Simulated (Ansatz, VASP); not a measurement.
**SnSe: VASP beside Ansatz**

INCAR

```
SYSTEM = SnSe
ALGO = Normal
EDIFF = 1E-7
EDIFFG = -0.01
ENCUT = 600
GGA = RE
IBRION = 2
ISIF = 3
ISMEAR = -1
LASPH = .True.
LCHARG = .False.
LREAL = .False.
LWAVE = .False.
NELM = 60
NSW = 60
PREC = Accurate
SIGMA = 0.05
```

KPOINTS

```
k-points
0
Gamma
  8 8 8
  0 0 0
```

POSCAR

```
SnSe
1.0
    0.0000000000      3.0100000000      3.0100000000
    3.0100000000      0.0000000000      3.0100000000
    3.0100000000      3.0100000000      0.0000000000
Sn Se
1 1
Direct
    0.0000000000      0.0000000000      0.0000000000
    0.5000000000      0.5000000000      0.5000000000
```

input.yaml

```yaml
crystal:
  lattice:
    - [0.0, 3.01, 3.01]
    - [3.01, 0.0, 3.01]
    - [3.01, 3.01, 0.0]
  atoms:
    - { symbol: Sn, position: [0.0, 0.0, 0.0] }
    - { symbol: Se, position: [0.5, 0.5, 0.5] }
hamiltonian:
  xc: revpbe
  pseudopotentials: { kind: paw }
kpoints:
  mp_grid: { grid: [8, 8, 8] }
scf:
  occupations: { method: fermi_dirac, width: 0.05 }
output:
  forces: true
  stress: true
relax:
  f_tol: 0.01
  max_steps: 40
  cell: { stress_tol: 0.05 }
```

Measurements of this composition are mostly on another form, of space group No. 62.

Alike in both runs: task relaxation of cell and atoms; functional revPBE; k mesh 8 × 8 × 8; occupations fermi-dirac, width 0.05 eV; no spin polarisation.

```csv
,VASP,Ansatz
version,VASP 6.6.1,Ansatz 0.2.0
potentials or method,"VASP PAW PBE potentials, release 64 (Sn_d, Se)",Ansatz PAW
plane-wave cutoff (eV),600,420
valence electrons in the cell,20,30
```

```csv
,VASP,Ansatz,Ansatz less VASP
relaxed volume (Å³/atom),28.46,28.46,-0.003
relaxed cell length with the largest relative difference (Å),4.318,4.318,-0.0002
energy change over the relaxation (meV/atom),-8,-8,+0.1
```

The two sets of potentials don't hold the same shells in valence.

Caveats: the PAW data sets were made with another functional, which shifts forces and pressure a little (VASP); the plane-wave basis is chosen anew once the cell has moved, so the energies of steps on either side of that aren't comparable (Ansatz); the PAW data sets come from PBE, with cores solved anew for the run's functional, which leaves a small shift of forces and pressure (Ansatz). Zero-point motion and thermal expansion aren't in these numbers. revPBE gives volumes clearly too large for solids.
